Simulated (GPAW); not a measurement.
# Ti (P6/mmm) in GPAW: convergence with k mesh

Aim: find how far k mesh must go before the results for Ti settle, at PBE. This setting moves, with any that are tied to it; all else stays.

Everything below comes from runs of GPAW 26.7.0. Logs are shortened: lines on timing, memory, paths and dates and some standing lists are left out, and cuts for length are marked. The log counts tension as positive stress, the text compression.

**1. The structure**

It takes space group P6/mmm (No. 191, hexagonal). The conventional cell has a = 4.567 Å, b = 4.567 Å, c = 2.826 Å, α = 90.00°, β = 90.00°, γ = 120.00°. Ti (site symmetry -6m2) has 11 Ti at 2.64 to 2.99 Å as nearest neighbours. Around Ti (site symmetry 6/mmm) lie 14 Ti at 2.83 to 2.99 Å.

This isn't the form of Ti at room conditions, which is hcp.

**2. With k mesh 2 × 2 × 3**

run.py

```python
import json
import numpy as np
from ase.dft.bandgap import bandgap
from ase.io import read, write
from ase.units import GPa
from gpaw import GPAW, PW

atoms = read('Ti.xyz')

calc = GPAW(mode=PW(450),
            xc='PBE',
            kpts={'size': (2, 2, 3), 'gamma': True},
            occupations={'name': 'fermi-dirac', 'width': 0.05},
            nbands=34,
            convergence={'density': 1e-05, 'energy': 1e-05},
            maxiter=150,
            txt='gpaw.txt')
atoms.calc = calc
energy = atoms.get_potential_energy()
forces = atoms.get_forces()
stress = atoms.get_stress()
calc.write('gs.gpw')
write('result.traj', atoms)
print(f'Energy: {energy:.6f} eV')
print('Forces (eV/A):')
print(forces.round(4))
print('Stress (GPa):', (stress / GPa).round(3))
print('Fermi level:', round(calc.get_fermi_level(), 4), 'eV')
print(f'Gap: {bandgap(calc)[0]:.4f} eV, direct: {bandgap(calc, direct=True)[0]:.4f} eV')

size = (4, 4, 6)
dense = calc.fixed_density(kpts={'size': size, 'gamma': True}, update_fermi_level=True,
                           convergence={'bands': 'CBM+2.0', 'eigenstates': 1e-7}, txt='dense.txt')
ef = dense.get_fermi_level()
index = np.round(dense.get_bz_k_points() * size).astype(int) % size
recip = 2 * np.pi * atoms.cell.reciprocal()
sheets = []
for s, e_kn in enumerate(dense.eigenvalues()):
    for n in range(e_kn.shape[1] - 2):
        if e_kn[:, n].min() < ef < e_kn[:, n].max():
            e = np.empty(size)
            e[tuple(index.T)] = e_kn[dense.get_bz_to_ibz_map(), n] - ef
            de = np.array([(np.roll(e, -1, c) - np.roll(e, 1, c)) * size[c] / 2 for c in range(3)])
            v = np.linalg.norm(np.einsum('vc,cxyz->vxyz', np.linalg.inv(recip), de), axis=0)
            w = np.exp(-(e / 0.1)**2) / (0.1 * np.pi**0.5)
            sheets.append({'spin': s, 'band': n, 'filled': (e < 0).mean(), 'dos': w.mean(), 'bottom': e.min(), 'top': e.max(),
                           'velocity': (w * v).sum() / w.sum() * 1.519267e5, 'slice': e[:, :, 0].round(3).tolist()})
            print(f'spin {s} band {n}: filled share {sheets[-1]["filled"]:.3f}, from {e.min():.3f} to {e.max():.3f} eV,',
                  f'{w.mean():.3f} states/eV, mean velocity {sheets[-1]["velocity"]:.3e} m/s')
print('Fermi level on the dense mesh:', round(ef, 4), 'eV,', len(sheets), 'sheets')
json.dump({'ef': ef, 'sheets': sheets}, open('fermi.json', 'w'))
```

Ti.xyz

```xyz
3
Lattice="4.5673748306 0.0000000000 0.0000000000 -2.2836874153 3.9554626319 0.0000000000 0.0000000000 0.0000000000 2.8262442700" Properties=species:S:1:pos:R:3 pbc="T T T"
Ti     2.2836874155      1.3184875438      1.4131221350
Ti    -0.0000000002      2.6369750881      1.4131221350
Ti     0.0000000000      0.0000000000      0.0000000000
```

Potentials or basis: GPAW PAW data sets (gpaw-data 1.2.1), pw.

Command:

```
> OMP_NUM_THREADS=1 python run.py
```

Wall time 20 s (1 thread of Arm Neoverse N1, shared host); peak memory 0.17 GiB.

What came out:

```
Free energy : -19.9439 eV
Pressure    : -1.7 GPa
```

**3. With k mesh 3 × 3 × 4**

run.py: that of step 2 with these lines changed.

```diff
@@ -11,3 +11,3 @@
             xc='PBE',
-            kpts={'size': (2, 2, 3), 'gamma': True},
+            kpts={'size': (3, 3, 4), 'gamma': True},
             occupations={'name': 'fermi-dirac', 'width': 0.05},
@@ -30,3 +30,3 @@
 
-size = (4, 4, 6)
+size = (6, 6, 6)
 dense = calc.fixed_density(kpts={'size': size, 'gamma': True}, update_fermi_level=True,
```

Ti.xyz is that of step 2.

Potentials or basis: GPAW PAW data sets (gpaw-data 1.2.1), pw.

Command:

```
> OMP_NUM_THREADS=1 python run.py
```

It took 34 s on 1 thread of Arm Neoverse N1, shared host; peak memory 0.18 GiB.

What came out:

| Item | Value |
| --- | --- |
| Free energy | -20.0229 eV |
| Pressure | -0.1 GPa |
| Band gap on the k mesh | none (metal or under the smearing width) |

**4. With k mesh 3 × 3 × 5**

run.py: that of step 3 with these lines changed.

```diff
@@ -11,3 +11,3 @@
             xc='PBE',
-            kpts={'size': (3, 3, 4), 'gamma': True},
+            kpts={'size': (3, 3, 5), 'gamma': True},
             occupations={'name': 'fermi-dirac', 'width': 0.05},
@@ -30,3 +30,3 @@
 
-size = (6, 6, 6)
+size = (6, 6, 8)
 dense = calc.fixed_density(kpts={'size': size, 'gamma': True}, update_fermi_level=True,
```

Ti.xyz is that of step 3.

Command:

```
> OMP_NUM_THREADS=1 python run.py
```

It took 38 s on 1 thread of Arm Neoverse N1, shared host; peak memory 0.19 GiB.

It converged, with:

```yaml
Free_energy: -19.9841 eV
Pressure: 0.4 GPa
Band_gap_on_the_k_mesh: none (metal or under the smearing width)
```

**5. With k mesh 4 × 4 × 6**

run.py: that of step 4 with these lines changed.

```diff
@@ -11,3 +11,3 @@
             xc='PBE',
-            kpts={'size': (3, 3, 5), 'gamma': True},
+            kpts={'size': (4, 4, 6), 'gamma': True},
             occupations={'name': 'fermi-dirac', 'width': 0.05},
@@ -30,3 +30,3 @@
 
-size = (6, 6, 8)
+size = (6, 6, 10)
 dense = calc.fixed_density(kpts={'size': size, 'gamma': True}, update_fermi_level=True,
```

Ti.xyz is that of step 4.

Command:

```
> OMP_NUM_THREADS=1 python run.py
```

Wall time 53 s (1 thread of Arm Neoverse N1, shared host); peak memory 0.2 GiB.

Results (log left out):

* Free energy: -19.9492 eV
* Pressure: 0.3 GPa
* Band gap on the k mesh: none (metal or under the smearing width)

**6. With k mesh 5 × 5 × 7**

run.py: that of step 5 with these lines changed.

```diff
@@ -11,3 +11,3 @@
             xc='PBE',
-            kpts={'size': (4, 4, 6), 'gamma': True},
+            kpts={'size': (5, 5, 7), 'gamma': True},
             occupations={'name': 'fermi-dirac', 'width': 0.05},
@@ -30,3 +30,3 @@
 
-size = (6, 6, 10)
+size = (8, 8, 12)
 dense = calc.fixed_density(kpts={'size': size, 'gamma': True}, update_fermi_level=True,
```

Ti.xyz is that of step 5.

Potentials or basis: GPAW PAW data sets (gpaw-data 1.2.1), pw.

Command:

```
> OMP_NUM_THREADS=1 python run.py
```

Wall time 81 s (1 thread of Arm Neoverse N1, shared host); peak memory 0.22 GiB.

It converged, with:

* Free energy: -19.9319 eV
* Pressure: 0.6 GPa
* Band gap on the k mesh: none (metal or under the smearing width)

**7. With k mesh 6 × 6 × 9**

run.py: that of step 6 with these lines changed.

```diff
@@ -11,3 +11,3 @@
             xc='PBE',
-            kpts={'size': (5, 5, 7), 'gamma': True},
+            kpts={'size': (6, 6, 9), 'gamma': True},
             occupations={'name': 'fermi-dirac', 'width': 0.05},
@@ -30,3 +30,3 @@
 
-size = (8, 8, 12)
+size = (10, 10, 14)
 dense = calc.fixed_density(kpts={'size': size, 'gamma': True}, update_fermi_level=True,
```

Ti.xyz is that of step 6.

Command:

```
> OMP_NUM_THREADS=1 python run.py
```

It took 2.1 min on 1 thread of Arm Neoverse N1, shared host; peak memory 0.27 GiB.

Results (log left out):

| Quantity | Value |
| --- | --- |
| Free energy | -19.9389 eV |
| Pressure | 0.6 GPa |
| Band gap on the k mesh | none (metal or under the smearing width) |

**8. With k mesh 7 × 7 × 10**

run.py: that of step 7 with these lines changed.

```diff
@@ -11,3 +11,3 @@
             xc='PBE',
-            kpts={'size': (6, 6, 9), 'gamma': True},
+            kpts={'size': (7, 7, 10), 'gamma': True},
             occupations={'name': 'fermi-dirac', 'width': 0.05},
@@ -30,3 +30,3 @@
 
-size = (10, 10, 14)
+size = (12, 12, 16)
 dense = calc.fixed_density(kpts={'size': size, 'gamma': True}, update_fermi_level=True,
```

Ti.xyz is that of step 7.

Potentials or basis: GPAW PAW data sets (gpaw-data 1.2.1), pw.

Command:

```
> OMP_NUM_THREADS=1 python run.py
```

gpaw.txt:

```text
__  _  _
 | _ |_)|_||  |
 |__||  | ||/\| - 26.7.0

Input parameters:
  mode=PW(ecut=450.00000000000006),
  convergence={'density': 1e-05, 'energy': 1e-05},
  kpts=MonkhorstPack(size=(7, 7, 10), gamma=True),
  maxiter=150,
  nbands=34,
  occupations=Occupations(name='fermi-dirac', width=0.05),
  xc=XC(name='PBE')

Diagonalizing LCAO Hamiltonian
Converting LCAO to pw mode

         Ti
             Ti

       Ti

Atoms  # Å, Bohr magnetons
|   | symbol |         x |        y |        z |    initial magnetic moments |
|---|--------|-----------|----------|----------|-----------------------------|
| 0 |     Ti |  2.283687 | 1.318488 | 1.413122 | ( 0.0000,  0.0000,  0.0000) |
| 1 |     Ti | -0.000000 | 2.636975 | 1.413122 | ( 0.0000,  0.0000,  0.0000) |
| 2 |     Ti |  0.000000 | 0.000000 | 0.000000 | ( 0.0000,  0.0000,  0.0000) |

Unit cell  # Å
| periodic |         x |        y |        z |  lengths |     angles |
|----------|-----------|----------|----------|----------|------------|
|      yes |  4.567375 | 0.000000 | 0.000000 | 4.567375 |  90.000000 |
|      yes | -2.283687 | 3.955463 | 0.000000 | 4.567375 |  90.000000 |
|      yes |  0.000000 | 0.000000 | 2.826244 | 2.826244 | 120.000000 |

Number of symmetries: 24
Symmetry operations  # r_c * U_cc + t_c -> r_c
|    | kind |            matrix            |
|----|------|------------------------------|
|  0 |  σ   |  1, 1, 0,  0,-1, 0,  0, 0, 1 |
|  1 |  C2  |  1, 1, 0,  0,-1, 0,  0, 0,-1 |
|  2 |  C6  |  1, 1, 0, -1, 0, 0,  0, 0, 1 |
|  3 |  S6  |  1, 1, 0, -1, 0, 0,  0, 0,-1 |
|  4 |  E   |  1, 0, 0,  0, 1, 0,  0, 0, 1 |
|  5 |  σ   |  1, 0, 0,  0, 1, 0,  0, 0,-1 |
|  6 |  σ   |  1, 0, 0, -1,-1, 0,  0, 0, 1 |
|  7 |  C2  |  1, 0, 0, -1,-1, 0,  0, 0,-1 |
|  8 |  σ   |  0, 1, 0,  1, 0, 0,  0, 0, 1 |
|  9 |  C2  |  0, 1, 0,  1, 0, 0,  0, 0,-1 |
| 10 |  C3  |  0, 1, 0, -1,-1, 0,  0, 0, 1 |
| 11 |  S3  |  0, 1, 0, -1,-1, 0,  0, 0,-1 |
| 12 |  C6  |  0,-1, 0,  1, 1, 0,  0, 0, 1 |
| 13 |  S6  |  0,-1, 0,  1, 1, 0,  0, 0,-1 |
| 14 |  σ   |  0,-1, 0, -1, 0, 0,  0, 0, 1 |
| 15 |  C2  |  0,-1, 0, -1, 0, 0,  0, 0,-1 |
| 16 |  σ   | -1, 0, 0,  1, 1, 0,  0, 0, 1 |
| 17 |  C2  | -1, 0, 0,  1, 1, 0,  0, 0,-1 |
| 18 |  C2  | -1, 0, 0,  0,-1, 0,  0, 0, 1 |
| 19 |  i   | -1, 0, 0,  0,-1, 0,  0, 0,-1 |
| 20 |  C3  | -1,-1, 0,  1, 0, 0,  0, 0, 1 |
| 21 |  S3  | -1,-1, 0,  1, 0, 0,  0, 0,-1 |
| 22 |  σ   | -1,-1, 0,  0, 1, 0,  0, 0, 1 |
| 23 |  C2  | -1,-1, 0,  0, 1, 0,  0, 0,-1 |

BZ-sampling:
  Number of BZ points: 490
  Number of IBZ points: 48

  Monkhorst-Pack size: [7, 7, 10]
  Monkhorst-Pack shift: [0.0, 0.0, 0.05]

K-points  # in reciprocal-cell coordinates
|     |                                coordinates |     weight |
|-----|--------------------------------------------|------------|
|   0 | (  0.00000000,   0.00000000,   0.00000000) | 0.00204082 |
|   1 | (  0.00000000,   0.00000000,   0.10000000) | 0.00408163 |
|   2 | (  0.00000000,   0.00000000,   0.20000000) | 0.00408163 |
|   3 | (  0.00000000,   0.00000000,   0.30000000) | 0.00408163 |
|   4 | (  0.00000000,   0.00000000,   0.40000000) | 0.00408163 |
|   5 | (  0.00000000,   0.00000000,   0.50000000) | 0.00204082 |
|   6 | (  0.14285714,   0.00000000,   0.00000000) | 0.01224490 |
|   7 | (  0.14285714,   0.00000000,   0.10000000) | 0.02448980 |
|   8 | (  0.14285714,   0.00000000,   0.20000000) | 0.02448980 |
|   9 | (  0.14285714,   0.00000000,   0.30000000) | 0.02448980 |
| ... |                                            |            |
|  47 | (  0.42857143,   0.42857143,   0.50000000) | 0.01224490 |

Plane wave coefficients: 1120
Cutoff: 450.00000000000006 eV

Spin-components: 1 (collinear spins)
Bands:           34
Projectors:      18
Spin-degeneracy: 2
Datatype:        complex128

Parallelization:
  kpt:    1
  domain: 1
  band:   1

Density:
  Valence electrons: 36.0
  Components: 1
  Grid points: [24 24 14]
  Charge: 0.0  # |e|

Potential:
  Grid points: [24 24 14]

species:
  Ti:
    name:    Titanium
    Z:       22.0
    valence: 12
    core:    10
    charge:  0.0  # [|e|]
    compensation charges:
      type: gauss
      rc: 0.38  # [Å]
      lmax: 2
    cutoffs:
      filter: 2.23  # [Å]
      core: 1.02  # [Å]
    projectors
    | kind |    occ | energy [eV] | rcut [Å] |
    |------|--------|-------------|----------|
    |   3s |  2.000 |     -62.623 |    1.270 |
    |   4s |  2.000 |      -4.466 |    1.270 |
    |   3p |  6.000 |     -38.862 |    1.058 |
    |   4p |  0.000 |      -1.466 |    1.058 |
    |   3d |  2.000 |      -4.258 |    1.058 |
    |    d |        |      22.953 |    1.058 |

    Using partial waves for Ti as LCAO basis

Reference energy: -69672.042845  # eV

eigensolver:
  PPCG
  Converge bands: occupied
  niter=2

density mixing:
  MSR1-Mixer
  Pratt-step length: 0.05
  Maximum mixing coefficient: 0.75
  Old densities: 10
  SVD Regularization: 0.005
  Good broyden scale: 1.0
  Trust region scale: 1.0
  Backstep threshold: 4.0
  History deletion threshold: 6.0
  Fourier metric: weight=20.0, sigma=0.015

occupation numbers:
  Fermi-Dirac:
    width: 0.0500  # eV

poisson solver:
  ecut: 3600.0000000000005  # eV

xc functional:
  name: PBE with 2 nearest neighbor stencil

convergence criteria:
- Maximum integral of absolute [dens]ity change: 1e-05 electrons / valence electron
- Maximum [total energy] change in last 3 cyles: 1e-05 eV / valence electron
- Maximum integral of absolute [eigenst]ate change: 4e-08 eV^2 / valence electron
maximum number of iterations: 150

SCF iterations
|iter     | |      energy | eigst |  dens |
|---------|-|-------------|-------|-------|
|iter:   1| |  -20.695923 | -0.20 |       |
|iter:   2| |  -20.521098 | -2.53 | -1.23 |
|iter:   3| |  -20.650445 | -1.06 | -1.27 |
|iter:   4| |  -20.056568 | -1.77 | -1.20 |
|iter:   5| |  -19.931179 | -2.77 | -1.45 |
|iter:   6| |  -19.950586 | -2.77 | -1.91 |
|iter:   7| |  -19.933155 | -3.26 | -1.98 |
|iter:   8| |  -19.932948 | -4.19 | -2.68 |
|iter:   9| |  -19.932975c| -6.17 | -3.63 |
|iter:  10| |  -19.932991c| -6.66 | -3.98 |
|iter:  11| |  -19.932990c| -7.46c| -4.88 |
|iter:  12| |  -19.932990c| -8.12c| -5.51c|

Converged in 12 steps
Energy contributions relative to reference atoms: (reference = -69672.042845)

Energy contributions:
  Kinetic:          19.525794
  Coulomb:         -18.246902
  Zero:             -0.062250
  External:          0.000000
  Xc:              -21.138311
  Entropy:          -0.022644
  Spinorbit:         0.000000
  ----------------------------
  Free energy:     -19.944312
  Extrapolated:    -19.932990

dipole moment: (-7.279410, -12.608308, -9.008847)  # |e|*Ang

Fermi level: 8.644
Eigenvalues  # (at kpt = [0.000, 0.000, 0.000])
| band index |      eig [eV] | occ [0-2] |
|------------|---------------|-----------|
|          0 |       -48.199 |     2.000 |
|        ... |               |           |
|         11 |       -23.827 |     2.000 |
|         12 |         2.551 |     2.000 |
|         13 |         6.693 |     2.000 |
|         14 |         7.929 |     2.000 |
|         15 |         7.929 |     2.000 |
|         16 |         8.025 |     2.000 |
[... 8 lines left out ...]
|         25 |        10.568 |     0.000 |
|         26 |        12.419 |     0.000 |
|        ... |               |           |
|         33 |        18.154 |     0.000 |

No gap
No difference between direct/indirect transitions

Forces  # eV/Ang
|        x |        y |       z |
|----------|----------|---------|
| -0.00000 |  0.00000 | 0.00000 |  # Ti   0
|  0.00000 |  0.00000 | 0.00000 |  # Ti   1
|  0.00000 | -0.00000 | 0.00000 |  # Ti   2

Stress tensor  # eV/Ang^3
|         x |         y |         z |
|-----------|-----------|-----------|
| -0.003592 | -0.000000 |  0.000000 |
| -0.000000 | -0.003592 |  0.000000 |
|  0.000000 |  0.000000 | -0.002420 |

# Writing to gs.gpw (mode='')
```

Run time: 3 min. Hardware: 1 thread of Arm Neoverse N1, shared host; peak memory 0.33 GiB.

Results:

```
Free energy            : -19.9443 eV
Pressure               : 0.5 GPa
Band gap on the k mesh : none (metal or under the smearing width)
```

**9. The series at a glance**

```csv
k mesh,"energy less the tightest run, at zero smearing (meV/atom)",pressure (GPa),SCF cycles,CPU time (s),peak memory (GiB)
2 × 2 × 3,-0.99,-1.74,11,20,0.17
3 × 3 × 4,-25.12,-0.07,12,34,0.18
3 × 3 × 5,-11.63,0.36,12,38,0.19
4 × 4 × 6,-1.78,0.34,12,53,0.2
5 × 5 × 7,5.16,0.61,12,81,0.22
6 × 6 × 9,2.40,0.63,12,120,0.27
7 × 7 × 10,0.00,0.51,12,180,0.33
```

Not settled before the last step: the energy (to 1 meV/atom), the pressure (to 0.1 GPa). Meshes of other sizes hit other points, so gaps and Fermi surfaces needn't settle smoothly. The tightest run that finished is the yardstick and may itself not be fully converged.

Caveats: the cutoff is short for stress and forces, so pressures can be off by a GPa or more.
